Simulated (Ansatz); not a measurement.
The system is Sn.

```
Sn
1.0
    -2.94014    2.94014    1.59930
     2.94014   -2.94014    1.59930
     2.94014    2.94014   -1.59930
Sn
2
Direct
  0.00000 0.00000 0.00000
  0.75000 0.25000 0.50000
```

A run of Ansatz 0.2.0 on this cell left the log below. Logs are shortened: lines on timing, memory, paths and dates and some standing lists are left out, and cuts for length are marked.

```text
Warning: RAYON_NUM_THREADS=2 ignored (pool sized by the plan → 2); use --threads N
Engine: ansatz 0.2.0, aarch64-unknown-linux-gnu
Pseudopotentials: kind: paw
Pseudopotential: Sn, paw, valence charge 14, recommended cutoff 420 eV (normal), Sn.paw.azcp
Functional definition: RPBE
  parameter kappa = 0.804
  parameter beta = 0.06672455060314922
  exchange = rpbe_x(kappa = kappa, mu = beta*pi^2/3)
  correlation = pbe_c(beta = beta)
Crystal: 2 atoms, lattice volume = 55.300 Å³
Basis set: ecut = 420 eV, 1109 PW (Γ), exchange–correlation on 60×60×60 points (8 copies of the dense FFT grid, shifted against one another)
Bands: 18, of which v1, the nominal top of the filled ones, is band 14 counted from 1 (13 counted from 0)
Symmetry: 16 space group operations
Space group: I41/amd (ITA 141), of the structure as read, at distance tolerance 3.8e-5 Å
k-points: 75 of 729
Non-local potential: Sn, projectors of the file, l = 0: 2, l = 1: 2, l = 2: 2, l = 3: 2
PAW form: soft (Blöchl's): semilocal exchange-correlation on the pseudo side does not see the compensation charge
PAW frozen core: Sn, regenerated for the run's functional, and the local potential with it (the file was generated under x = pbe(κ = 0.804, μ = 0.2195149727645171), c = pbe(β = 0.06672455060314922))
PAW one-centre angular grid: Sn, 590 points (default); XC on 64 Gauss nodes
Initial density: superposition of atomic densities (neutral atoms: chi_scale 0, normalization atom), corrected by the library's trained network
Initial wavefunctions: pseudopotential atomic-orbital guess
Functional: x = rpbe, c = pbe(β = 0.06672455060314922)
SCF iter   1: F=—  HF=-12065.409970 eV  |F-HF|=—  |Δ(HF+E_count)|=         —  Δρ=2.89e-3  dr2=2.10e-3  ethr=1.77e-3  ⟨swp⟩=6.1  Hψ=6946  notcnv=0
preconditioner: auto → Kerker (q_TF=auto, 2.436 Å⁻¹)  [metal: Δε(μ)=0.018 eV  Ē_g=20.262 eV  σ=0.050 eV  W_gap=0.09  n_scr=16 (ndim 8)  ℏωp=26.4 eV  f_vac=0.000  D(μ)=0.95/eV (n_scr^D=4)]
SCF iter   2: F=—  HF=-12065.408672 eV  |F-HF|=—  |Δ(HF+E_count)|=   1.30e-3  Δρ=1.12e-3  dr2=3.79e-4  ethr=7.49e-6  ⟨swp⟩=2.0  Hψ=2906  notcnv=0
SCF iter   3: F=—  HF=-12065.408719 eV  |F-HF|=—  |Δ(HF+E_count)|=   4.63e-5  Δρ=5.18e-4  dr2=9.97e-5  ethr=1.35e-6  ⟨swp⟩=1.0  Hψ=1350  notcnv=0
SCF iter   4: F=—  HF=-12065.408735 eV  |F-HF|=—  |Δ(HF+E_count)|=   1.62e-5  Δρ=8.71e-5  dr2=6.09e-6  ethr=3.56e-7  ⟨swp⟩=2.1  Hψ=1618  notcnv=0
SCF iter   5: F=—  HF=-12065.408736 eV  |F-HF|=—  |Δ(HF+E_count)|=   8.14e-7  Δρ=2.17e-5  dr2=2.87e-7  ethr=2.17e-8  ⟨swp⟩=2.1  Hψ=1754  notcnv=0
SCF iter   6: F=-12065.408736 eV  HF=-12065.408736 eV  |F-HF|=1.10e-9  |Δ(HF+E_count)|=   8.26e-8  Δρ=3.92e-6  dr2=8.45e-9  ethr=3.57e-10  ⟨swp⟩=6.0  Hψ=6349  notcnv=0
[... 49 lines left out ...]
Internal energy: -12065.429146 eV  (E = F + TS)
E sigma→0 (E₀):  -12065.432862 eV
Entropy (-TS):   -0.007432 eV (-3.716 meV/atom)
Fermi energy:    9.763523 eV
--- Per-component energies (eV) ---
  E_band       = -190.359753
  E_kinetic    = 370.705914
  E_local      = -1802.636073  (includes V_loc(G=0)·N_el)
  E_nonlocal   = -66.274033
  E_hartree    = 1103.573547
  E_xc         = -765.469160
  E_vxc        = -189.483856  (∫ρ·V_xc dr)
  E_paw        = -8288.347526  (= ΣΔE_a)
  E_vpaw       = -709.818743  (= ΣTr[D̂ρ^β])
  E_aug_tail   = -0.000001  (compensation charges beyond the density's cutoff)
  E_ewald      = -2617.034370
  E_core_change = 0.052555  (= ΣΔE_core)
  E_smearing   = -0.007432  (= −TS)
  E_closure    = 0.000000  (closes the sum)
  Σ components = -12065.436578   (vs F -12065.436578, Δ=0.00e0)
--- Forces (eV/Å), atoms counted from 1 ---
  atom   1  Sn    -0.00000000    -0.00000000     0.00000000
  atom   2  Sn     0.00000000    -0.00000000     0.00000000
  max |Σ_I F_I| component: 2.08e-17 eV/Å
--- Stress (GPa, compression-positive) ---
       -0.006305       0.000000      -0.000000
        0.000000      -0.006305      -0.000000
        0.000000      -0.000000      -0.006417
  P = ⅓ Tr σ = -0.0063 GPa (-0.063 kbar)
--- Band table (eV; the first three rows and the last of 75) ---
  k-point 0: bands = ["-11.8657", "-11.8083", "-11.7638", "-11.7623", "-11.6431", "-11.6431", "-11.6345", "-11.6345", "-11.5652", "-11.4744", "-0.8222", "5.9020", "7.9522", "7.9522", "12.7963", "15.5905", "15.5905", "16.1913"]
  k-point 1: bands = ["-11.8576", "-11.8095", "-11.7674", "-11.7573", "-11.6468", "-11.6388", "-11.6325", "-11.6315", "-11.5699", "-11.4827", "-0.7185", "5.2241", "8.0743", "8.4459", "13.2727", "14.7165", "15.0228", "16.1754"]
  k-point 2: bands = ["-11.8342", "-11.8120", "-11.7794", "-11.7388", "-11.6588", "-11.6291", "-11.6284", "-11.6227", "-11.5831", "-11.5051", "-0.4077", "4.0226", "8.4377", "9.1963", "13.3751", "13.8902", "14.5976", "15.9104"]
  k-point 74: bands = ["-11.8170", "-11.8159", "-11.6747", "-11.6546", "-11.6535", "-11.6484", "-11.6401", "-11.6305", "-11.6249", "-11.6248", "2.1416", "2.4520", "5.4066", "5.7244", "14.6625", "14.6704", "17.7976", "18.2542"]
--- Relaxed structure (4 steps of the walk, 4 accepted, 1 SCFs on fresh bases) ---
  F+E_penalty+E_count = -12065.43657809 eV   max|allowed force component| = 3.469e-18 eV/Å   (the final SCF, on the basis selected at the relaxed cell)
  cell:  # Å, volume = 58.5766 Å³
    - [-3.000503362771053, 3.000503362771053, 1.6265816321335533]
    - [3.000503362771053, -3.000503362771053, 1.6265816321335533]
    - [3.000503362771053, 3.000503362771053, -1.6265816321335533]
  atoms:
    - { symbol: Sn, position: [8.699841882650135e-36, 5.117554048617727e-37, 9.211597287511907e-36] }
    - { symbol: Sn, position: [0.75, 0.25, 0.5] }
```

Problem. What input gives this log?

Solution. Relaxation of cell and atoms with RPBE, no spin polarisation. The files as run (others can give the same):

input.yaml
```yaml
crystal:
  lattice:
    - [-2.9401404553, 2.9401404553, 1.5993019889]
    - [2.9401404553, -2.9401404553, 1.5993019889]
    - [2.9401404553, 2.9401404553, -1.5993019889]
  atoms:
    - { symbol: Sn, position: [0.0, 0.0, 0.0] }
    - { symbol: Sn, position: [0.75, 0.25, 0.5] }
hamiltonian:
  xc: rpbe
  pseudopotentials: { kind: paw }
kpoints:
  mp_grid: { grid: [9, 9, 9] }
scf:
  occupations: { method: fermi_dirac, width: 0.05 }
output:
  forces: true
  stress: true
  eigenvalues: true
relax:
  f_tol: 0.01
  max_steps: 40
  cell: { stress_tol: 0.05 }
```

Potentials or basis: Ansatz PAW.
Command:
```bash
$ ansatz run input.yaml --threads 2 --pin off --max-ram 5632MiB --backend cpu --events-out ev --progress --plain --runs-dir out
```

Caveat: the plane-wave basis is chosen anew once the cell has moved, so the energies of steps on either side of that aren't comparable; the PAW data sets come from PBE, with cores solved anew for the run's functional, which leaves a small shift of forces and pressure.
